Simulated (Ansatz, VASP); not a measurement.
## Cross-check of SiC (Moissanite) between VASP and Ansatz

Aim: how closely do two programs agree when they are given the same cell, functional and k mesh?

Main program and level: Ansatz 0.2.0; plane waves, with VASP 6.6.1 beside it; single point at PBEsol.

### Step 1. The structure

Symmetry: P6_3mc, No. 186, hexagonal system. Conventional cell: a = 3.076 Å, b = 3.076 Å, c = 5.048 Å, α = 90.00°, β = 90.00°, γ = 120.00°. Si has 4 C at 1.87 to 1.94 Å nearest. Nearest to C lie 4 Si at 1.87 to 1.94 Å. Farther neighbours are not listed.

### Step 2. Ansatz: single point, PBEsol

Ansatz runs on its default PAW (the set named soft_2) files.

With cell and atoms fixed, the geometry can't cause a difference; cores, projectors, grids and the points listed under the comparison can.

File input.yaml:

```yaml
crystal:
  lattice:
    - [3.076, 0.0, 0.0]
    - [-1.538, 2.663894142, 0.0]
    - [0.0, 0.0, 5.048]
  atoms:
    - { symbol: Si, position: [0.6666666667, 0.3333333333, 0.5] }
    - { symbol: Si, position: [0.3333333333, 0.6666666667, 0.0] }
    - { symbol: C, position: [0.6666666667, 0.3333333333, 0.885] }
    - { symbol: C, position: [0.3333333333, 0.6666666667, 0.385] }
hamiltonian:
  xc: pbesol
  pseudopotentials: { kind: paw }
kpoints:
  mp_grid: { grid: [9, 9, 4] }
scf:
  occupations: { method: gaussian, width: 0.05 }
  n_extra_bands: 5
output:
  forces: true
  stress: true
  eigenvalues: true
  write_density: true
  write_potential: true
  elf: true
  volumetric_format: npy
```

Command:

```
> ansatz run input.yaml --threads 2 --pin off --max-ram 4608MiB --backend cpu --events-out ev --progress --plain --runs-dir out
```

Numbers of over 12 decimals in the logs are rounded to 6 here.

The program printed:

```text
scf.n_extra_bands = 5 over 8 filled bands (N_el = 16.0): the run solves 13 bands
Engine: ansatz 0.2.0, aarch64-unknown-linux-gnu
Pseudopotentials: kind: paw
Pseudopotential: Si, paw, valence charge 4, recommended cutoff 420 eV (normal), Si.paw.azcp
Pseudopotential: C, paw, valence charge 4, recommended cutoff 420 eV (normal), C.paw.azcp
Functional definition: PBEsol
  exchange = pbesol_x
  correlation = pbesol_c
Crystal: 4 atoms, lattice volume = 41.364 Å³
Basis set: ecut = 420 eV, 785 PW (Γ), exchange–correlation on 48×48×72 points (8 copies of the dense FFT grid, shifted against one another)
Bands: 13, of which v1, the nominal top of the filled ones, is band 8 counted from 1 (7 counted from 0)
Symmetry: 12 space group operations
Space group: P63mc (ITA 186), of the structure as read, at distance tolerance 3.5e-5 Å
k-points: 36 of 324 (time reversal used)
Non-local potential: Si, projectors of the file, l = 0: 2, l = 1: 2, l = 2: 2
Non-local potential: C, projectors of the file, l = 0: 2, l = 1: 2, l = 2: 1
PAW form: soft (Blöchl's): semilocal exchange-correlation on the pseudo side does not see the compensation charge
PAW frozen core: Si, regenerated for the run's functional, and the local potential with it (the file was generated under x = pbe(κ = 0.804, μ = 0.219515), c = pbe(β = 0.066725))
PAW frozen core: C, regenerated for the run's functional, and the local potential with it (the file was generated under x = pbe(κ = 0.804, μ = 0.219515), c = pbe(β = 0.066725))
PAW one-centre angular grid: Si, 110 points (default); XC on 64 Gauss nodes
PAW one-centre angular grid: C, 110 points (default); XC on 64 Gauss nodes
Initial density: superposition of atomic densities (neutral atoms: chi_scale 0, normalization atom), corrected by the library's trained network
Initial wavefunctions: pseudopotential atomic-orbital guess
Functional: x = pbesol(κ = 0.804, μ = 0.123457), c = pbesol(β = 0.046)
SCF iter   1: F=—  HF=-1737.379307 eV  |F-HF|=—  |Δ(HF+E_count)|=         —  Δρ=8.41e-3  dr2=3.58e-2  ethr=1.77e-3  ⟨swp⟩=5.4  Hψ=3013  notcnv=0
preconditioner: auto → none  [insulator: Δε(μ)=2.052 eV  Ē_g=12.371 eV  σ=0.050 eV  W_gap=1.00  n_scr=2 (ndim 8)  ℏωp=23.1 eV  f_vac=0.000  D(μ)=0.00/eV (n_scr^D=0)  ε∞_Penn≈4.5]
SCF iter   2: F=—  HF=-1737.369472 eV  |F-HF|=—  |Δ(HF+E_count)|=   9.84e-3  Δρ=2.40e-3  dr2=1.92e-3  ethr=2.24e-4  ⟨swp⟩=2.7  Hψ=1141  notcnv=0  defer=36
SCF iter   3: F=—  HF=-1737.368945 eV  |F-HF|=—  |Δ(HF+E_count)|=   5.27e-4  Δρ=7.63e-4  dr2=1.75e-4  ethr=1.20e-5  ⟨swp⟩=2.1  Hψ=665  notcnv=0  defer=36
SCF iter   4: F=—  HF=-1737.368941 eV  |F-HF|=—  |Δ(HF+E_count)|=   4.05e-6  Δρ=1.08e-4  dr2=2.42e-6  ethr=1.09e-6  ⟨swp⟩=2.0  Hψ=720  notcnv=0  defer=36
SCF iter   5: F=—  HF=-1737.368948 eV  |F-HF|=—  |Δ(HF+E_count)|=   7.61e-6  Δρ=9.46e-6  dr2=3.12e-8  ethr=1.51e-8  ⟨swp⟩=2.1  Hψ=722  notcnv=0  defer=36
SCF iter   6: F=-1737.368948 eV  HF=-1737.368948 eV  |F-HF|=3.16e-10  |Δ(HF+E_count)|=   6.56e-9  Δρ=2.73e-6  dr2=1.83e-9  ethr=1.95e-10  ⟨swp⟩=9.4  Hψ=3133  notcnv=0
SCF 1 converged in 6 iterations: F = -1737.368948 eV  dr2 = 1.83e-9
  greatest PAW one-centre occupation: 0.644 electrons in one spin orbital (limit 2), on the C atom at site 3 (counted from 0), in its partial waves of l = 0
SCF converged after 6 iterations
Free energy (F): -1737.368948 eV
Harris-Foulkes:  -1737.368948 eV  (|F-HF|=3.16e-10)
Internal energy: -1737.368948 eV  (E = F + TS)
E sigma→0 (E₀):  -1737.368948 eV
Fermi energy:    10.803042 eV
--- Per-component energies (eV) ---
  E_band       = 56.217364
  E_kinetic    = 270.808070
  E_local      = -209.796986  (includes V_loc(G=0)·N_el)
  E_nonlocal   = 103.964309
  E_hartree    = 64.143300
  E_xc         = -209.347643
  E_vxc        = -218.435385  (∫ρ·V_xc dr)
  E_paw        = -1188.674465  (= ΣΔE_a)
  E_vpaw       = -18.609005  (= ΣTr[D̂ρ^β])
  E_aug_tail   = 0.000028  (compensation charges beyond the density's cutoff)
  E_ewald      = -568.570884
  E_core_change = 0.105322  (= ΣΔE_core)
  E_smearing   = -0.000000  (= −TS)
  E_closure    = 0.000000  (closes the sum)
  Σ components = -1737.368948   (vs F -1737.368948, Δ=0.00e0)
--- Forces (eV/Å), atoms counted from 1 ---
  atom   1  Si     0.00000000     0.00000000     0.74556101
  atom   2  Si    -0.00000000    -0.00000000     0.74556101
  atom   3  C     -0.00000000     0.00000000    -0.74556515
  atom   4  C      0.00000000    -0.00000000    -0.74556515
  max |Σ_I F_I| component: 8.29e-6 eV/Å
--- Stress (GPa, compression-positive) ---
        1.893025      -0.000000       0.000000
       -0.000000       1.893025       0.000000
        0.000000       0.000000      -3.009734
  P = ⅓ Tr σ = 0.2588 GPa (2.588 kbar)
--- Band table (eV; the first three rows and the last of 36) ---
  k-point 0: bands = [... 4 lower, 8.1595, 9.4453, 9.4453, 9.7184, 14.2787, 15.6743, 16.1538, 16.1538, ... 1 higher]
  k-point 1: bands = [... 4 lower, 8.3243, 8.3243, 9.2301, 9.2301, 14.5577, 16.2707, 16.2707, 16.4976, ... 1 higher]
  k-point 2: bands = [... 4 lower, 8.7519, 8.7519, 8.7519, 8.7519, 15.3596, 15.3596, 16.8158, 16.8158, ... 1 higher]
  k-point 35: bands = [... 4 lower, 3.7987, 3.7987, 7.9619, 7.9619, 14.4545, 14.4545, 15.5634, 15.5634, ... 1 higher]
```

Run time: 1.8 s. Hardware: 2 threads of Arm Neoverse V2, shared host; peak memory 0.3 GiB; 3.1 s of CPU time.

The run ends at a pressure of 0.26 GPa, with forces up to 0.75 eV/Å.

### Step 3. VASP: single point, PBEsol

The same cell, functional, mesh and smearing now go to VASP, with its own data sets and cutoff.

Lines of VASP's logs that name or quote its potential files are left out, and so is its time.

File INCAR:

```
SYSTEM = SiC
PREC = Accurate
ENCUT = 520
EDIFF = 1E-05
NELM = 100
ISMEAR = 0
SIGMA = 0.05
LREAL = .FALSE.
ALGO = Normal
GGA = PS
NBANDS = 14
LORBIT = 11
LWAVE = .FALSE.
LCHARG = .FALSE.
KPAR = 4
```

File POSCAR:

```
SiC
1.0
    3.0760000000      0.0000000000      0.0000000000
   -1.5380000000      2.6638941420      0.0000000000
    0.0000000000      0.0000000000      5.0480000000
Si C
2 2
Direct
    0.6666666667      0.3333333333      0.5000000000
    0.3333333333      0.6666666667      0.0000000000
    0.6666666667      0.3333333333      0.8850000000
    0.3333333333      0.6666666667      0.3850000000
```

File KPOINTS:

```
Automatic mesh
0
Gamma
9 9 4
0 0 0
```

PAW data sets: Si and C (PBE family, release 64).

Command:

```
> mpirun -np 4 vasp_std
```

The program printed:

```text
[banner, memory and clock lines left out]
running    4 mpi-ranks, on    1 nodes
 distrk:  each k-point on    1 cores,    4 groups
 distr:  one band on    1 cores,    1 groups

 POSCAR found type information on POSCAR SiC
 POSCAR found :  2 types and       4 ions
|                                                                             |
|               ----> ADVICE to this user running VASP <----                  |
|                                                                             |
|     You enforced a specific xc type in the INCAR file but a different       |
|     [... a line on the potential file left out ...]
|     I HOPE YOU KNOW WHAT YOU ARE DOING!                                     |
|                                                                             |

 LDA part: xc-table for (Slater+PW92), standard interpolation
 POSCAR, INCAR and KPOINTS ok, starting setup
 FFT: planning ... GRIDC
 FFT: planning ... GRID_SOFT
 FFT: planning ... GRID
 WAVECAR not read
 entering main loop
       N       E                     dE             d eps       ncg     rms          rms(c)
DAV:   1     0.277058555378E+02    0.27706E+02   -0.72367E+03  1008   0.102E+03
DAV:   2    -0.326472280108E+02   -0.60353E+02   -0.55218E+02  1410   0.173E+02
DAV:   3    -0.353885731077E+02   -0.27413E+01   -0.27284E+01  1362   0.349E+01
DAV:   4    -0.354134740676E+02   -0.24901E-01   -0.24894E-01  1170   0.402E+00
DAV:   5    -0.354137960458E+02   -0.32198E-03   -0.32196E-03  1368   0.425E-01    0.124E+01
DAV:   6    -0.319295844364E+02    0.34842E+01   -0.78953E+00  1302   0.172E+01    0.571E+00
DAV:   7    -0.318171047375E+02    0.11248E+00   -0.10362E+00  1368   0.623E+00    0.240E+00
DAV:   8    -0.317893040953E+02    0.27801E-01   -0.57972E-02  1176   0.156E+00    0.577E-01
DAV:   9    -0.317861735437E+02    0.31306E-02   -0.77076E-03  1242   0.597E-01    0.121E-01
DAV:  10    -0.317863012877E+02   -0.12774E-03   -0.56226E-04  1218   0.160E-01    0.533E-02
DAV:  11    -0.317863059188E+02   -0.46312E-05   -0.35960E-05  1230   0.481E-02
   1 F= -.31786306E+02 E0= -.31786306E+02  d E =-.270740E-16
```

From OUTCAR (step 3):

```text
ion  position               nearest neighbor table
   1  0.667  0.333  0.500-   4 1.87   4 1.87   4 1.87   3 1.94   2 3.09   2 3.09   2 3.09   2 3.09
                             2 3.09   2 3.09
   2  0.333  0.667  0.000-   3 1.87   3 1.87   3 1.87   4 1.94   1 3.09   1 3.09   1 3.09   1 3.09
                             1 3.09   1 3.09
   3  0.667  0.333  0.885-   2 1.87   2 1.87   2 1.87   1 1.94
   4  0.333  0.667  0.385-   1 1.87   1 1.87   1 1.87   2 1.94

  LATTYP: Found a hexagonal cell.
 ALAT       =     3.0760000000
 C/A-ratio  =     1.6410923277

 Subroutine GETGRP returns: Found 12 space group operations
 (whereof  6 operations were pure point group operations)

The static configuration has the point symmetry C_3v.
 The point group associated with its full space group is C_6v.

 Found     36 irreducible k-points:

   k-points           NKPTS =     36   k-points in BZ     NKDIM =     36   number of bands    NBANDS=     14

   dimension x,y,z NGX =    24 NGY =   24 NGZ =   40
   dimension x,y,z NGXF=    48 NGYF=   48 NGZF=   80

   ENCUT  =  520.0 eV  38.22 Ry    6.18 a.u.   5.72  5.72  9.39*2*pi/ulx,y,z

   NELECT =      16.0000    total number of electrons

 k-points in reciprocal lattice and weights: Automatic mesh
   0.00000000  0.00000000  0.00000000       0.003
   0.11111111 -0.00000000  0.00000000       0.019
   0.22222222 -0.00000000  0.00000000       0.019
   0.33333333 -0.00000000  0.00000000       0.019
   0.44444444 -0.00000000  0.00000000       0.019
   0.11111111  0.11111111  0.00000000       0.019
   0.22222222  0.11111111  0.00000000       0.037
   0.33333333  0.11111111  0.00000000       0.037
   0.44444444  0.11111111  0.00000000       0.019
[...]
0.33333333  0.22222222  0.50000000       0.037
   0.33333333  0.33333333  0.50000000       0.006

 average (electrostatic) potential at core
       1 -80.1240       2 -80.1240       3 -44.9329       4 -44.9329

 E-fermi :   8.6218

 k-point     1 :       0.0000    0.0000    0.0000
  band No.  band energies     occupation
    ...
      4       6.7979      2.00000
      5       6.7979      2.00000
      6       8.0839      2.00000
      7       8.0839      2.00000
      8       8.3534      2.00000
      9      12.9232      0.00000
     10      14.3262      0.00000
     11      14.7902      0.00000
     12      14.7902      0.00000
     13      15.8421      0.00000
    ...

 k-point     2 :       0.1111   -0.0000    0.0000
  band No.  band energies     occupation
    ...
      4       5.6660      2.00000
      5       6.4447      2.00000
      6       7.3130      2.00000
      7       7.9549      2.00000
      8       8.1988      2.00000
      9      13.3709      0.00000
     10      14.4038      0.00000
     11      14.8826      0.00000
     12      15.2594      0.00000
     13      15.9037      0.00000
    ...

 k-point     3 :       0.2222   -0.0000    0.0000
  band No.  band energies     occupation
    ...
      4       3.5183      2.00000
      5       5.6102      2.00000
      6       5.7592      2.00000
      7       7.5746      2.00000
      8       7.6406      2.00000
      9      12.4132      0.00000
     10      14.3512      0.00000
     11      15.1989      0.00000
     12      15.9648      0.00000
     13      16.0568      0.00000
    ...

  Total        0.5925977      0.5925977     -0.6940927      0.0000000     -0.0000000     -0.0000000
  in kB       22.9534451     22.9534451    -26.8847123      0.0000000     -0.0000000     -0.0000000
  external PRESSURE =       6.3407260 kB  Pullay stress =       0.0000000 kB

  energy-cutoff  :      520.00
  volume of cell :       41.36
      direct lattice vectors                 reciprocal lattice vectors
     3.076000000  0.000000000  0.000000000     0.325097529  0.187695146  0.000000000
    -1.538000000  2.663894142  0.000000000     0.000000000  0.375390292  0.000000000
     0.000000000  0.000000000  5.048000000     0.000000000  0.000000000  0.198098257

 POSITION                                       TOTAL-FORCE (eV/Angst)
 -----------------------------------------------------------------------------------
      1.53800      0.88796      2.52400         0.000000      0.000000      0.749895
     -0.00000      1.77593      0.00000        -0.000000     -0.000000      0.749895
      1.53800      0.88796      4.46748         0.000000      0.000000     -0.749895
     -0.00000      1.77593      1.94348        -0.000000     -0.000000     -0.749895
 -----------------------------------------------------------------------------------
    total drift:                                0.000000      0.000000      0.001114

  FREE ENERGIE OF THE ION-ELECTRON SYSTEM (eV)
  ---------------------------------------------------
  free  energy   TOTEN  =       -31.7863059188 eV

  energy  without entropy=      -31.7863059188  energy(sigma->0) =      -31.78630592

 total charge
# of ion       s       p       d       tot
------------------------------------------
    1        0.710   0.969   0.000   1.679
    2        0.710   0.969   0.000   1.679
    3        0.834   1.703   0.000   2.537
    4        0.834   1.703   0.000   2.537
--------------------------------------------------
tot          3.087   5.343   0.000   8.430

[... 3 further parts left out ...]
```

The run ends at a pressure of 0.63 GPa, with forces up to 0.75 eV/Å.

### Step 4. Differences

Known differences besides the potentials themselves: the cutoff is 420 eV in Ansatz and 520 eV in VASP; Ansatz makes its cores anew for this functional, VASP keeps those of its PBE data sets; VASP leaves aspherical gradient terms in its spheres out (LASPH is not set), Ansatz keeps them. Total energies have different zeros and are not compared.

The two programs side by side:

```csv
quantity,Ansatz,VASP,difference
pressure (GPa),0.26,0.63,-0.38
pressure without Ansatz's Pulay correction (GPa),-0.04,0.63,-0.67
gap on the k mesh (eV),2.170,2.163,+0.007
```

Forces (eV/Å; atoms numbered as in POSCAR):

```csv
atom,"Ansatz x, y, z","VASP x, y, z"
Si1,"0.000, 0.000, 0.746","0.000, 0.000, 0.750"
Si2,"0.000, 0.000, 0.746","0.000, 0.000, 0.750"
C3,"0.000, 0.000, -0.746","0.000, 0.000, -0.750"
C4,"0.000, 0.000, -0.746","0.000, 0.000, -0.750"
```

The forces differ by 2.5 meV/Å r.m.s., which is 0.6 % of the r.m.s. force of 0.43 eV/Å (both taken over all components). A gap on the mesh is an upper bound, since the band edges may lie between its points. Ansatz's pressure holds a Pulay correction of 0.30 GPa; VASP's holds none.

### Step 5. Further runs

Further runs change the set-up of one program: Ansatz's method, potentials or start, or VASP's data sets, cutoff or form of LDA. The table gives Ansatz less VASP for each quantity, since a change that brings one quantity closer may part another.

```csv
run,r.m.s. force difference (meV/Å),pressure (GPa),gap on the k mesh (eV)
as above,2.5,-0.38,0.0074
Ansatz's all-electron LAPW method,3.3,-0.43,0.0081
```

### Step 6. Outcome

```json
{
  "r.m.s. force difference (single point, PBEsol)": "0.58 % of the r.m.s. force"
}
```

**Reading.** The r.m.s. force difference is 0.58 % of the r.m.s. force (single point, PBEsol), within the 3 % picked in this series as the mark of a large difference. Single point, PBEsol, Ansatz's all-electron LAPW method: r.m.s. force difference goes from 2.5 to 3.3 meV/Å. Such differences can come from data sets, numerical settings and the points named under the comparisons, not from the functional's error against experiment.

[Lines on the potential files, build, host, timing and source positions are cut from VASP's logs without a mark.]

[Logs are printed without paths, hosts, clocks, repeated set-up lines and the standing remarks that a program may print on its own settings, such as how far it seeks lower states.]

[Hosts, paths, dates, database ids (printed as entryN), source tags and the programs' standing remarks are cut or masked in the printed files.]
